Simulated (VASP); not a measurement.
# Li: relaxation of cell and atoms with PBE+D3(BJ)

Crystal: Li.

```
Li
1.0
     0.00000    2.08848    2.08848
     2.08848    0.00000    2.08848
     2.08848    2.08848    0.00000
Li
1
Direct
  0.00000 0.00000 0.00000
```

This isn't the form of Li at room conditions, which is bcc.

| Item | Value |
| --- | --- |
| Program | VASP 6.6.1 |
| Task | relaxation of cell and atoms |
| Functional | PBE |
| Dispersion | D3(BJ) |
| Potentials or basis | VASP PAW PBE potentials, release 64 (Li_sv) |
| Cutoff | 600 eV |
| k mesh | 18 × 18 × 18 |
| Occupations | gaussian, width 0.1 eV |
| Spin | no spin polarisation |
| Dipole correction | no |
| Further INCAR settings | ALGO = Fast; EDIFF = 1e-07; IBRION = 2; EDIFFG = -0.005; NSW = 100; ISIF = 3 |

```json
{
  "Relaxed volume": "18.07 Å³/atom",
  "Relaxed cell": "a = 2.946 Å, b = 2.946 Å, c = 2.946 Å, α = 60.00°, β = 60.00°, γ = 60.00°",
  "Space group after relaxing (to 0.05 Å)": "Fm-3m (No. 225)",
  "Energy gained by relaxing": "0.1 meV/atom",
  "Ionic steps": "3",
  "Pressure after relaxing": "0.0 GPa",
  "Band gap on the k mesh": "none (metal or under the smearing width)",
  "Dispersion energy per atom": "-0.190 eV"
}
```

Final structure:
```yaml
crystal:
  lattice:
    - [0.00000, 2.08285, 2.08285]
    - [2.08285, 0.00000, 2.08285]
    - [2.08285, 2.08285, 0.00000]
  atoms:
    - { symbol: Li, position: [0.00000, 0.00000, 0.00000] }
```

Levels at points of the mesh, in eV from the Fermi level:
```csv
k point,band 1,band 2,band 3,band 4,band 5
"(0.00, 0.00, 0.00)",-46.34,-3.71,15.56,15.56,15.56
"(0.50, 0.00, 0.00)",-46.31,-0.07,3.32,13.68,13.68
"(0.50, 0.50, 0.00)",-46.31,1.61,5.13,9.10,9.10
```

Run time: 13 s on 1 thread of Intel(R) Xeon(R) 6975P-C (Granite Rapids), with other jobs on the host, peak memory 0.15 GiB.

Caveat: the cutoff is under 1.25 times the usual one of these potentials, so pressure, stress and relaxed cells hold a basis-set (Pulay) error; pairwise dispersion overbinds metals, which lowers pressure and volume.
